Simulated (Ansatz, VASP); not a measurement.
Two plane-wave programs on TePb

```
Te Pb
1.0
     0.00000    3.28605    3.28605
     3.28605    0.00000    3.28605
     3.28605    3.28605    0.00000
Te Pb
1 1
Direct
  0.50000 0.50000 0.50000
  0.00000 0.00000 0.00000
```

Alike in both runs: functional PBE; k mesh 8 × 8 × 8; occupations gaussian, width 0.02 eV; no spin polarisation.

Ansatz relaxed the structure, and its values are those at the end. VASP's run is a single point on that final structure, the one shown.

```csv
,VASP,Ansatz
version,VASP 6.6.1,Ansatz 0.2.0
potentials or method,"VASP PAW PBE potentials, release 64 (Te, Pb_d)","scalar-relativistic, plane waves, PAW"
plane-wave cutoff (eV),520,420
valence electrons in the cell,20,30
```

Ansatz gave:

| Item | Value |
| --- | --- |
| gap on the k mesh at the Fermi level (eV) | 0.83 |
| least direct gap on the mesh (eV) | 0.83 |
| pressure (GPa) | 0.0 |

Problem. Estimate VASP's values.

Solution. gap on the k mesh at the Fermi level (eV): 0.83; least direct gap on the mesh (eV): 0.83; pressure (GPa): -0.1.

The two sets of potentials don't hold the same shells in valence.

Caveats: spin-orbit coupling is left out, which as a rule narrows the gap of such compounds by several tenths of an eV. A k mesh can miss the band edges.
